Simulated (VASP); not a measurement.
# ZnO, band structure: which settings are enough?

ZnO, P6_3mc (no. 186), 4 atoms in the cell. LAK; PAW potentials Zn, O (PBE set). VASP 6.6.1.

Wanted: band energies at the path's corners within 0.1 eV; smallest gap over path and mesh within 0.05 eV.

What the run is for: bands; Accuracy asked: screening; Route: KPOINTS_OPT.

Band energies at the path's corners: counted from the valence top.

POSCAR:
```
ZnO
1.0
    3.2493080000      0.0000000000      0.0000000000
   -1.6246540000      2.8139832727      0.0000000000
    0.0000000000      0.0000000000      5.2057090000
Zn O
2 2
Direct
    0.6666666667      0.3333333333      0.0000000000
    0.3333333333      0.6666666667      0.5000000000
    0.3333333333      0.6666666667      0.8790100000
    0.6666666667      0.3333333333      0.3790100000
```

The series start from Plane-wave cutoff (eV): 460; k-point mesh: 6 × 6 × 4; k points a path segment: 12; Electronic threshold (eV): 1e-6; Precision mode (PREC): Accurate; Bands in all (NBANDS): 32; Aspherical gradient terms in the spheres (LASPH): yes. Each series keeps the choices made before it, and each single choice may use up half of a tolerance.

## Plane-wave cutoff (eV)

| Plane-wave cutoff (eV) | Band energies at the path's corners, largest deviation (eV) | Smallest gap over path and mesh (eV) | Time (s) |
|---|---|---|---|
| 320 | 0.04 | 1.446 | 186 |
| 400 | 0.01 | 1.470 | 218 |
| 460 | 0.01 | 1.474 | 217 |
| 520 | 0.00 | 1.471 | 237 |
| 640 (reference) | 0.00 | 1.472 | 532 |

Chosen: 400, the loosest value from which every tighter one stays within half of the tolerance.

## k-point mesh

| k-point mesh | Band energies at the path's corners, largest deviation (eV) | Smallest gap over path and mesh (eV) | Time (s) |
|---|---|---|---|
| 3 × 3 × 2 | 0.05 | 1.438 | 164 |
| 4 × 4 × 3 | 0.01 | 1.462 | 172 |
| 5 × 5 × 3 | 0.00 | 1.468 | 175 |
| 6 × 6 × 4 | 0.00 | 1.470 | 218 |
| 8 × 8 × 5 | 0.00 | 1.471 | 282 |
| 10 × 10 × 6 (reference) | 0.00 | 1.471 | 386 |

Chosen: 4 × 4 × 3.

## Electronic threshold (eV)

| Electronic threshold (eV) | Band energies at the path's corners, largest deviation (eV) | Smallest gap over path and mesh (eV) | Time (s) |
|---|---|---|---|
| 0.001 | 0.02 | 1.483 | 71 |
| 0.0001 | 0.01 | 1.473 | 76 |
| 1e-5 | 0.00 | 1.462 | 96 |
| 1e-6 | 0.00 | 1.462 | 104 |
| 1e-7 (reference) | 0.00 | 1.463 | 123 |

Chosen: 0.001.

## Precision mode (PREC)

| Precision mode (PREC) | Band energies at the path's corners, largest deviation (eV) | Smallest gap over path and mesh (eV) | Time (s) |
|---|---|---|---|
| SingleN | 0.07 | 1.446 | 44 |
| Normal | 0.01 | 1.473 | 43 |
| Accurate (reference) | 0.00 | 1.483 | 71 |

Chosen: Normal.

## Bands in all (NBANDS)

| Bands in all (NBANDS) | Band energies at the path's corners, largest deviation (eV) | Smallest gap over path and mesh (eV) | Time (s) |
|---|---|---|---|
| 21 | 0.01 | 1.468 | 38 |
| 32 | 0.01 | 1.473 | 43 |
| 42 (reference) | 0.00 | 1.464 | 58 |

Chosen: 21.

Also changed on the way, by series that aren't shown: k points a path segment: 5; Aspherical gradient terms in the spheres (LASPH): no.

## All choices together

| Input | Band energies at the path's corners, largest deviation (eV) | Smallest gap over path and mesh (eV) | Time (s) |
|---|---|---|---|
| the program's defaults (naive) | 0.02 | 1.456 | 62 |
| chosen settings | 0.02 | 1.464 | 21 |
| reference settings throughout | 0.00 | 1.473 | 1805 |

The tolerance is met.

## The input

INCAR:
```
METAGGA = LAK
ISMEAR = 0
SIGMA = 0.03
LWAVE = F
LCHARG = F
NBANDS = 21
PREC = Normal
LASPH = F
LREAL = F
ALGO = Normal
EDIFF = 0.001
NELM = 120
GGA_COMPAT = F
ENCUT = 400
EFERMI = MIDGAP
LMIXTAU = T
```

KPOINTS:
```
Automatic mesh
0
Gamma
  4 4 3
  0 0 0
```

KPOINTS_OPT:
```
path GMKGALHA,LM,KH
5
line-mode
reciprocal
 0.0000000000  0.0000000000  0.0000000000  G
 0.5000000000  0.0000000000  0.0000000000  M

 0.5000000000  0.0000000000  0.0000000000  M
 0.3333333333  0.3333333333  0.0000000000  K

 0.3333333333  0.3333333333  0.0000000000  K
 0.0000000000  0.0000000000  0.0000000000  G

 0.0000000000  0.0000000000  0.0000000000  G
 0.0000000000  0.0000000000  0.5000000000  A

 0.0000000000  0.0000000000  0.5000000000  A
 0.5000000000  0.0000000000  0.5000000000  L

 0.5000000000  0.0000000000  0.5000000000  L
 0.3333333333  0.3333333333  0.5000000000  H

 0.3333333333  0.3333333333  0.5000000000  H
 0.0000000000  0.0000000000  0.5000000000  A

 0.5000000000  0.0000000000  0.5000000000  L
 0.5000000000  0.0000000000  0.0000000000  M

 0.3333333333  0.3333333333  0.0000000000  K
 0.3333333333  0.3333333333  0.5000000000  H
```

Commands:
```
cat potpaw_PBE.64/Zn/POTCAR potpaw_PBE.64/O/POTCAR > POTCAR
mpirun -np 1 vasp_std > vasp.out
```

The naive input happens to agree within the tolerance here, in 62 s.

The chosen input took VASP 6.6.1 21 s on 1 core (Intel Xeon Platinum 8259CL @ 2.50GHz (Skylake/Cascade Lake)), a shared host.

## An input that fails: fixed density asked without a density file

VASP's message: ERROR: charge density could not be read from file CHGCAR for ICHARG>10.

Changes against the starting input:
```
- NELM = 120
+ NELM = 53
+ ICHARG = 11
```
